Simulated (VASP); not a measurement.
**Sn: equation of state with PBE**

The system is Sn.

```
CELL_PARAMETERS angstrom
-1.89465 1.89465 1.89465
1.89465 -1.89465 1.89465
1.89465 1.89465 -1.89465
ATOMIC_POSITIONS crystal
Sn 0.00000 0.00000 0.00000
```

This isn't the form of Sn at room conditions, which is tetragonal (white tin).

```yaml
Program: VASP 6.6.1
Task: equation of state
Functional: PBE
Potentials_or_basis: VASP PAW PBE potentials, release 64 (Sn_d)
Cutoff: 520 eV
k_mesh: 10 × 10 × 10
Occupations: fermi-dirac, width 0.05 eV
Spin: no spin polarisation
```

The equilibrium volume is 27.59 Å³/atom, the bulk modulus is 44 GPa and the pressure derivative of the bulk modulus is 4.9.

Energy against volume, from the lowest point:
```tsv
volume (Å³/atom)	energy (meV/atom)
25.573	23.39
26.117	11.91
26.661	4.51
27.205	0.66
27.749	0.00
28.293	2.18
28.837	6.91
```

All runs of the series together: 92 s on 1 thread of Intel(R) Xeon(R) Platinum 8259CL CPU @ 2.50GHz (Skylake/Cascade Lake), with other jobs on the host.
